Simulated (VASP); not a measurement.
Input of a VASP 6.6.1 run:

INCAR

```
PREC     = Accurate       # precision mode
ENCUT    = 520            # plane-wave cutoff, eV
EDIFF    = 1E-6           # SCF threshold, eV
ISMEAR   = 0              # smearing method
SIGMA    = 0.05           # smearing width, eV
LREAL    = F              # projectors in reciprocal space
LASPH    = T              # aspherical terms in the spheres
NELM     = 80             # most SCF steps
ALGO     = Fast           # electronic algorithm
ISIF     = 2              # what is computed and relaxed
LWAVE    = F              # write WAVECAR
LCHARG   = F              # write CHGCAR
GGA      = PS             # functional
IBRION   = 2              # ionic algorithm
NSW      = 40             # ionic steps
EDIFFG   = -0.01          # ionic threshold
```

Contents of KPOINTS:

```
Automatic mesh
0
Gamma
  7 7 7
```

POSCAR

```
ZnH2
1.0
    0.0000000000      3.1150413900      3.1150413900
    3.1150413900      0.0000000000      3.1150413900
    3.1150413900      3.1150413900      0.0000000000
Zn H
2 4
Direct
    0.0000000000      0.0000000000      0.0000000000
    0.2500000000      0.2500000000      0.2500000000
    0.6250000000      0.6250000000      0.6250000000
    0.1250000000      0.6250000000      0.6250000000
    0.6250000000      0.6250000000      0.1250000000
    0.6250000000      0.1250000000      0.6250000000
```

Potentials or basis: VASP PAW PBE potentials, release 64 (Zn, H).

Command:

```console
$ cat potpaw_PBE.64/Zn/POTCAR potpaw_PBE.64/H/POTCAR > POTCAR
$ mpirun -np 1 vasp_std > vasp.out
```

**Question.** What does it give for the band gap on the k mesh?

**Answer.** None (metal or under the smearing width).

Final structure:
```
Zn H
1.0
     0.00000    3.11504    3.11504
     3.11504    0.00000    3.11504
     3.11504    3.11504    0.00000
Zn H
2 4
Direct
  0.00000 0.00000 0.00000
  0.25000 0.25000 0.25000
  0.62500 0.62500 0.62500
  0.12500 0.62500 0.62500
  0.62500 0.62500 0.12500
  0.62500 0.12500 0.62500
```

Caveat: the relaxation stopped at its first step, so nothing moved.
